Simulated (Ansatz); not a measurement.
CaF2: electron density at the nuclei under pressure

```
CELL_PARAMETERS angstrom
0.00000 2.73125 2.73125
2.73125 0.00000 2.73125
2.73125 2.73125 0.00000
ATOMIC_POSITIONS crystal
Ca 0.00000 0.00000 0.00000
F 0.25000 0.25000 0.25000
F 0.75000 0.75000 0.75000
```

Atom numbers follow the list: Ca1, F2, F3.

The cell is COD entry 5000222, as deposited and not checked against the literature; nothing was relaxed.

The calculation used Ansatz 0.2.0, DFT, PBE, all-electron PAW with datasets made for the crystal, scalar-relativistic.

Numerical set-up: a Γ-centred 8×8×8 k mesh, Fermi–Dirac smearing of 0.02 eV, cutoff 300 eV (chosen by the program for this cell), no spin polarisation.

The contact density is the mean electron density over the nuclear volume; its changes follow the s electrons' response to bonding and compression. Changes below are taken from the unscaled cell, where it is 41296.8 e/Å³ at Ca1, 3127.48 e/Å³ at F2.

Volumes at which the program chose other datasets or cutoffs are left out.

```json
{"V/V(cell)": "0.9900", "P (GPa)": "3.0", "Δρ(0) Ca1 (e/Å³)": "?", "Δρ(0) F2 (e/Å³)": "-0.02"}
{"V/V(cell)": "1.0000", "P (GPa)": "2.2", "Δρ(0) Ca1 (e/Å³)": "0.00", "Δρ(0) F2 (e/Å³)": "0.00"}
{"V/V(cell)": "1.0100", "P (GPa)": "1.3", "Δρ(0) Ca1 (e/Å³)": "-0.04", "Δρ(0) F2 (e/Å³)": "0.02"}
{"V/V(cell)": "1.0200", "P (GPa)": "0.5", "Δρ(0) Ca1 (e/Å³)": "-0.07", "Δρ(0) F2 (e/Å³)": "0.04"}
{"V/V(cell)": "1.0400", "P (GPa)": "-1.0", "Δρ(0) Ca1 (e/Å³)": "?", "Δρ(0) F2 (e/Å³)": "0.08"}
{"V/V(cell)": "1.0600", "P (GPa)": "-2.3", "Δρ(0) Ca1 (e/Å³)": "?", "Δρ(0) F2 (e/Å³)": "0.11"}
```

Question: What belongs in the row "1.0400", column "Δρ(0) Ca1 (e/Å³)"?

Answer: -0.14.

Question: Fill in "Δρ(0) Ca1 (e/Å³)" for the row "0.9900".

Answer: 0.04.

Question: What belongs in the row "1.0600", column "Δρ(0) Ca1 (e/Å³)"?

Answer: -0.20.

The datasets are made afresh for each cell, so very small changes are uncertain.
